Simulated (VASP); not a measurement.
Ca: equation of state with PBE

The system is Ca.

```xyz
4
Lattice="3.4630 -3.6695 0.0000 3.4630 3.6695 0.0000 0.0000 0.0000 7.0091" Properties=species:S:1:pos:R:3 pbc="T T T"
Ca    3.4630   -1.1874    2.1272
Ca    3.4630    1.1874    4.8820
Ca    3.4630   -2.4821    5.6317
Ca    3.4630    2.4821    1.3774
```

This isn't the form of Ca at room conditions, which is fcc.

| Item | Value |
| --- | --- |
| Program | VASP 6.6.1 |
| Task | equation of state |
| Functional | PBE |
| Potentials or basis | VASP PAW PBE potentials, release 64 (Ca_sv) |
| Cutoff | 520 eV |
| k mesh | 5 × 5 × 4 |
| Occupations | fermi-dirac, width 0.05 eV |
| Spin | no spin polarisation |
| Further INCAR settings | ALGO = Normal; EDIFF = 1e-07; NBANDS = 28 |

* Equilibrium volume: 44.03 Å³/atom
* Bulk modulus at fixed shape and positions: 12.5 GPa
* Pressure derivative of the bulk modulus: 3.2

Energy against volume, from the lowest point:
```csv
volume (Å³/atom),energy (meV/atom)
41.862,4.34
42.752,1.38
43.643,0.00
44.534,0.08
45.424,1.50
46.315,4.14
47.206,7.92
```

All runs of the series together: 8.9 min on 1 thread of AMD EPYC 9R45 96-Core Processor (Zen 5), on a shared host.

Caveat: the cell was scaled at fixed shape and fractional positions, which overstates the stiffness of a crystal with free parameters, most of all of layers and chains.
